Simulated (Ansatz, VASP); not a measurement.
ZnSe: VASP beside Ansatz

Contents of INCAR:

```
SYSTEM = ZnSe
ALGO = Normal ; EDIFF = 1E-6
ENCUT = 520 ; GGA = PE
ISIF = 2 ; ISMEAR = 0
LASPH = .True. ; LCHARG = .False.
LREAL = .False. ; LWAVE = .False.
NBANDS = 16 ; NELM = 100
PREC = Accurate ; SIGMA = 0.02
```

The input KPOINTS:

```
k-points
0
Gamma
  8 8 8
  0 0 0
```

POSCAR

```
ZnSe
1.0
    0.0000000000      2.8658805321      2.8658805321
    2.8658805321      0.0000000000      2.8658805321
    2.8658805321      2.8658805321      0.0000000000
Zn Se
1 1
Direct
    0.0000000000      0.0000000000      0.0000000000
    0.2500000000      0.2500000000      0.2500000000
```

Input for Ansatz:

```yaml
crystal:
  lattice:
    - [0.0, 2.8658805351, 2.8658805351]
    - [2.8658805351, 0.0, 2.8658805351]
    - [2.8658805351, 2.8658805351, 0.0]
  atoms:
    - { symbol: Zn, position: [0.0, 0.0, 0.0] }
    - { symbol: Se, position: [0.25, 0.25, 0.25] }
basis:
  ecutwfc: 420
kpoints:
  mp_grid: { grid: [8, 8, 8] }
  band_path: { path: [VBM, CBM], npoints: 2 }
hamiltonian:
  xc: pbe
scf:
  occupations: { method: gaussian, width: 0.02 }
output:
  forces: true
  stress: true
  eigenvalues: true
```

Alike in both runs: task single point; functional PBE; k mesh 8 × 8 × 8; occupations gaussian, width 0.02 eV; no spin polarisation.

|  | VASP | Ansatz |
| --- | --- | --- |
| version | VASP 6.6.1 | Ansatz 0.2.0 |
| potentials or method | VASP PAW PBE potentials, release 64 (Zn, Se) | scalar-relativistic, plane waves, PAW |
| plane-wave cutoff (eV) | 520 | 420 |
| valence electrons in the cell | 18 | 28 |

|  | VASP | Ansatz | Ansatz less VASP |
| --- | --- | --- | --- |
| gap on the k mesh at the Fermi level (eV) | 1.16 | 1.15 | -0.001 |
| least direct gap on the mesh (eV) | 1.16 | 1.15 | -0.001 |
| pressure (GPa) | 0.2 | 0.0 | -0.21 |

The functional is the same, so the differences come from potentials, cutoffs and numerics. The two sets of potentials don't hold the same shells in valence.

PBE gaps usually lie below the measured ones, often by a third to a half.
